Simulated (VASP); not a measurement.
# Cs in VASP: a series of runs, part 2 of 2

VASP 6.6.1.

### 4 Relaxation of the atoms, PBEsol

INCAR

```
ALGO = Normal
DIPOL = 0.5 0.5 0.500
EDIFF = 1E-7
EDIFFG = -0.01
ENCUT = 520
GGA = PS
IBRION = 2
IDIPOL = 3
ISIF = 2
ISMEAR = -1
LASPH = True
LCHARG = False
LDIPOL = True
LREAL = False
LWAVE = False
NELM = 80
NSW = 40
PREC = Accurate
SIGMA = 0.05
```

KPOINTS

```
k-points
0
Gamma
  4 3 1
```

POSCAR

```
Cs
1.0
    5.2351235659      0.0000000000      0.0000000000
    0.0000000000      8.5489209845      0.0000000000
    0.0000000000      0.0000000000     24.8714436634
Cs
5
Selective dynamics
Direct
    0.3333333333      0.5000000000      0.3015506499  F F F
    0.6666666667      0.0000000000      0.4007753249  F F F
    0.0000000000      0.5000000000      0.5000000000  T T T
    0.3333333333      0.0000000000      0.5992246751  T T T
    0.6666666667      0.5000000000      0.6984493501  T T T
```

Potentials or basis: VASP PAW PBE potentials, release 64 (Cs_sv).

Launch:

```sh
cat potpaw_PBE.64/Cs_sv/POTCAR > POTCAR
mpirun -np 1 vasp_std > vasp.out
```

OUTCAR:

```text
EDIFF = 1E-7
   EDIFFG = -0.01
   ENCUT = 520
   GGA = PS
   IBRION = 2
   ISIF = 2
   ISMEAR = -1
   LASPH = True
   LREAL = False
   NELM = 80
   NSW = 40
   PREC = Accurate

 ion  position               nearest neighbor table
   1  0.333  0.500  0.302-
   2  0.667  0.000  0.401-
   3  0.000  0.500  0.500-
   4  0.333  0.000  0.599-
   5  0.667  0.500  0.698-

  LATTYP: Found a simple orthorhombic cell.
 ALAT       =     5.2351235659
 B/A-ratio  =     1.6329931618
 C/A-ratio  =     4.7508799650

  Lattice vectors:

 A1 = (   5.2351235659,   0.0000000000,   0.0000000000)
 A2 = (   0.0000000000,   8.5489209845,   0.0000000000)
 A3 = (   0.0000000000,   0.0000000000,  24.8714436634)

Analysis of symmetry for initial positions (statically):
=====================================================================
 Subroutine PRICEL returns:
 Original cell was already a primitive cell.

 Routine SETGRP: Setting up the symmetry group for a
 simple orthorhombic supercell.

[... 289 lines left out ...]

------------------------ aborting loop because EDIFF is reached ----------------------------------------
[... 67 lines left out ...]
  FREE ENERGIE OF THE ION-ELECTRON SYSTEM (eV)
  ---------------------------------------------------
  free  energy   TOTEN  =        -4.2335889883 eV

  energy  without entropy=       -4.1826253244  energy(sigma->0) =       -4.20810716

 dipolmoment           0.000000      0.000000     -0.001800 electrons x Angstroem

--------------------------------------- Ionic step       10  -------------------------------------------

 number of electron      45.0000001 magnetization

 dipolmoment           0.000000      0.000000      0.002197 electrons x Angstroem

 Free energy of the ion-electron system (eV)
  ---------------------------------------------------
  ext. energy  EPLUGINS =         0.00000000
  ---------------------------------------------------
  free energy    TOTEN  =        -4.23401972 eV

  energy without entropy =       -4.18328193  energy(sigma->0) =       -4.20865083

 E-fermi :  -0.7094     XC(G=0):  -3.3031

 val. band max:       -0.7851863887   @ k =   0.5000   0.0000   0.0000
 cond. band min:      -0.6657950356   @ k =   0.5000   0.0000   0.0000
 fundamental gap:      0.1193913531
 Fermi energy:        -0.7094464710

 k-point     1 :       0.0000    0.0000    0.0000
  band No.  band energies     occupation
      1     -24.8566      2.00000
      2     -24.8323      2.00000
      3     -24.5940      2.00000
      4     -24.5867      2.00000
      5     -24.5166      2.00000
      6     -11.6594      2.00000
[... 169 lines left out ...]
     26       0.0171      0.00000
     27       0.1822      0.00000

------------------------ aborting loop because EDIFF is reached ----------------------------------------

 vacuum level on the upper side and lower side of the slab       (xc-potential included)        -0.111        -0.341

  FORCE on cell =-STRESS in cart. coord.  units (eV):
  Direction    XX          YY          ZZ          XY          YZ          ZX
  --------------------------------------------------------------------------------------
  -------------------------------------------------------------------------------------
  Total       -0.6254307      0.0326898     -0.1029502      0.0000000      0.0000000      0.0009676
  in kB       -0.9002239      0.0470526     -0.1481831      0.0000000      0.0000000      0.0013927
  external PRESSURE =      -0.3337848 kB  Pullay stress =       0.0000000 kB
[... 20 lines left out ...]
  FREE ENERGIE OF THE ION-ELECTRON SYSTEM (eV)
  ---------------------------------------------------
  free  energy   TOTEN  =        -4.2340197208 eV

  energy  without entropy=       -4.1832819336  energy(sigma->0) =       -4.20865083

 reached required accuracy - stopping structural energy minimisation

 vacuum level on the upper side and lower side of the slab         1.177         0.952
```

It took 17 min on 1 thread of Intel Xeon 6975P-C (Granite Rapids), shared host; peak memory 1.1 GiB.

What came out:

- Free energy: -4.2340 eV
- Energy gained by relaxing: 2.0 meV/atom
- Ionic steps: 10
- Band gap on the k mesh: none (metal or under the smearing width)

The path:
```
step  energy change (eV)  largest force (eV/Å)  pressure (GPa)
   1              0.0000                0.0313           -0.04
   2             -0.0001                0.0313           -0.04
   3             -0.0003                0.0312           -0.04
   4             -0.0008                0.0310           -0.04
   5             -0.0018                0.0306           -0.04
   6             -0.0035                0.0299           -0.04
   7             -0.0062                0.0287           -0.04
   8             -0.0084                0.0332           -0.03
   9             -0.0097                0.0253           -0.03
  10             -0.0101                0.0234           -0.03
```

Final structure:
```cif
data_structure
_symmetry_space_group_name_H-M 'P 1'
_symmetry_Int_Tables_number 1
_cell_length_a 5.2351
_cell_length_b 8.5489
_cell_length_c 24.8714
_cell_angle_alpha 90.000
_cell_angle_beta 90.000
_cell_angle_gamma 90.000
_cell_volume 1113.11
loop_
_atom_site_label
_atom_site_type_symbol
_atom_site_fract_x
_atom_site_fract_y
_atom_site_fract_z
_atom_site_occupancy
Cs1 Cs 0.33333 0.50000 0.30155 1
Cs2 Cs 0.66667 0.00000 0.40078 1
Cs3 Cs 0.00279 0.50000 0.49649 1
Cs4 Cs 0.26340 0.00000 0.60121 1
Cs5 Cs 0.71044 0.50000 0.69147 1
```

Caveat: the PAW data sets were made with another functional, which shifts forces and pressure a little. The run has no spin-orbit coupling, so splittings on Cs are missing.

### 5 Relaxation of the atoms, RPBE

Edit INCAR of step 4 so:

```diff
@@ -5,3 +5,3 @@
 ENCUT = 520
-GGA = PS
+GGA = RP
 IBRION = 2
```

KPOINTS is that of step 4.

POSCAR is that of step 4.

Potentials or basis: VASP PAW PBE potentials, release 64 (Cs_sv).

Launch:

```sh
cat potpaw_PBE.64/Cs_sv/POTCAR > POTCAR
mpirun -np 1 vasp_std > vasp.out
```

OUTCAR:

```text
EDIFF = 1E-7
   EDIFFG = -0.01
   ENCUT = 520
   GGA = RP
   IBRION = 2
   ISIF = 2
   ISMEAR = -1
   LASPH = True
   LREAL = False
   NELM = 80
   NSW = 40
   PREC = Accurate

 ion  position               nearest neighbor table
   1  0.333  0.500  0.302-
   2  0.667  0.000  0.401-
   3  0.000  0.500  0.500-
   4  0.333  0.000  0.599-
   5  0.667  0.500  0.698-

  LATTYP: Found a simple orthorhombic cell.
 ALAT       =     5.2351235659
 B/A-ratio  =     1.6329931618
 C/A-ratio  =     4.7508799650

  Lattice vectors:

 A1 = (   5.2351235659,   0.0000000000,   0.0000000000)
 A2 = (   0.0000000000,   8.5489209845,   0.0000000000)
 A3 = (   0.0000000000,   0.0000000000,  24.8714436634)

Analysis of symmetry for initial positions (statically):
=====================================================================
 Subroutine PRICEL returns:
 Original cell was already a primitive cell.

 Routine SETGRP: Setting up the symmetry group for a
 simple orthorhombic supercell.

[... 291 lines left out ...]

------------------------ aborting loop because EDIFF is reached ----------------------------------------
[... 67 lines left out ...]
  FREE ENERGIE OF THE ION-ELECTRON SYSTEM (eV)
  ---------------------------------------------------
  free  energy   TOTEN  =        -3.3049275967 eV

  energy  without entropy=       -3.2516087861  energy(sigma->0) =       -3.27826819

 dipolmoment           0.000000      0.000000      0.000304 electrons x Angstroem

--------------------------------------- Ionic step       13  -------------------------------------------

 number of electron      45.0000002 magnetization

 dipolmoment           0.000000      0.000000     -0.003546 electrons x Angstroem

 Free energy of the ion-electron system (eV)
  ---------------------------------------------------
  ext. energy  EPLUGINS =         0.00000000
  ---------------------------------------------------
  free energy    TOTEN  =        -3.30594540 eV

  energy without entropy =       -3.25239310  energy(sigma->0) =       -3.27916925

 E-fermi :  -0.5509     XC(G=0):  -3.3376

 val. band max:       -0.5661654040   @ k =   0.5000   0.0000   0.0000
 cond. band min:      -0.5451775964   @ k =   0.2500   0.0000   0.0000
 fundamental gap:      0.0209878076
 Fermi energy:        -0.5508685154

 k-point     1 :       0.0000    0.0000    0.0000
  band No.  band energies     occupation
      1     -24.7762      2.00000
      2     -24.7704      2.00000
      3     -24.5681      2.00000
      4     -24.5638      2.00000
      5     -24.5353      2.00000
      6     -11.6073      2.00000
[... 169 lines left out ...]
     26       0.1987      0.00000
     27       0.2793      0.00000

------------------------ aborting loop because EDIFF is reached ----------------------------------------

 vacuum level on the upper side and lower side of the slab       (xc-potential included)        -0.575        -0.562

  FORCE on cell =-STRESS in cart. coord.  units (eV):
  Direction    XX          YY          ZZ          XY          YZ          ZX
  --------------------------------------------------------------------------------------
  -------------------------------------------------------------------------------------
  Total        0.4653563      0.7960360      0.0733392      0.0000000      0.0000000      0.1426590
  in kB        0.6698182      1.1457874      0.1055620      0.0000000      0.0000000      0.2053386
  external PRESSURE =       0.6403892 kB  Pullay stress =       0.0000000 kB
[... 20 lines left out ...]
  FREE ENERGIE OF THE ION-ELECTRON SYSTEM (eV)
  ---------------------------------------------------
  free  energy   TOTEN  =        -3.3059453980 eV

  energy  without entropy=       -3.2523930973  energy(sigma->0) =       -3.27916925

 reached required accuracy - stopping structural energy minimisation

 vacuum level on the upper side and lower side of the slab         0.793         0.825
```

CONTCAR:

```text
Cs
   1.00000000000000
     5.2351235659000004    0.0000000000000000    0.0000000000000000
     0.0000000000000000    8.5489209845000005    0.0000000000000000
     0.0000000000000000    0.0000000000000000   24.8714436634000009
  Cs
     5
Selective dynamics
Direct
     0.3333333332999970    0.5000000000000000    0.3015506499000011   F   F   F
     0.6666666667000030    0.0000000000000000    0.4007753249000032   F   F   F
     0.9843543262703324    0.5000000000000000    0.5122237276660213   T   T   T
     0.2827937401689276    0.0000000000000000    0.6228921464208108   T   T   T
     0.7228284874841572    0.5000000000000000    0.7295941983418133   T   T   T

  0.00000000E+00  0.00000000E+00  0.00000000E+00
  0.00000000E+00  0.00000000E+00  0.00000000E+00
  0.00000000E+00  0.00000000E+00  0.00000000E+00
  0.00000000E+00  0.00000000E+00  0.00000000E+00
  0.00000000E+00  0.00000000E+00  0.00000000E+00
```

It took 25 min on 1 thread of Intel Xeon 6975P-C (Granite Rapids), shared host; peak memory 1.1 GiB.

Results:

```yaml
Free_energy: -3.3059 eV
Energy_gained_by_relaxing: 8.4 meV/atom
Ionic_steps: 13
Band_gap_on_the_k_mesh: none (metal or under the smearing width)
```

Step by step:
```tsv
step	energy change (eV)	largest force (eV/Å)	pressure (GPa)
1	0.0000	0.0702	0.13
2	-0.0004	0.0702	0.13
3	-0.0015	0.0702	0.13
4	-0.0035	0.0703	0.13
5	-0.0074	0.0709	0.13
6	-0.0142	0.0713	0.12
7	-0.0240	0.0726	0.11
8	-0.0305	0.0750	0.08
9	-0.0368	0.0622	0.08
10	-0.0397	0.0472	0.06
11	-0.0400	0.0497	0.07
12	-0.0408	0.0492	0.07
13	-0.0418	0.0479	0.06
```

Final structure:
```xyz
5
Lattice="5.2351 0.0000 0.0000 0.0000 8.5489 0.0000 0.0000 0.0000 24.8714" Properties=species:S:1:pos:R:3 pbc="T T T"
Cs    1.7450    4.2745    7.5000
Cs    3.4901    0.0000    9.9679
Cs    5.1532    4.2745   12.7397
Cs    1.4805    0.0000   15.4922
Cs    3.7841    4.2745   18.1461
```

Caveat: the PAW data sets were made with another functional, which shifts forces and pressure a little. The run has no spin-orbit coupling, so splittings on Cs are missing.

### 6 The runs side by side

```csv
level,potentials or basis,gap on the mesh (eV)
LDA,"VASP PAW LDA potentials, release 64 (Cs_sv)",none
PBE,"VASP PAW PBE potentials, release 64 (Cs_sv)",none
PBEsol,"VASP PAW PBE potentials, release 64 (Cs_sv)",none
RPBE,"VASP PAW PBE potentials, release 64 (Cs_sv)",none
```

Alike in all rows: task relaxation of the atoms; no spin polarisation; cell atoms relaxed; k mesh 4 × 3 × 1; cutoff (eV) 520; smearing fermi-dirac 0.05 eV.

Caveats: the PAW data sets were made with another functional, which shifts forces and pressure a little (some runs).

Absolute energies hang on the potentials; compare differences alone.
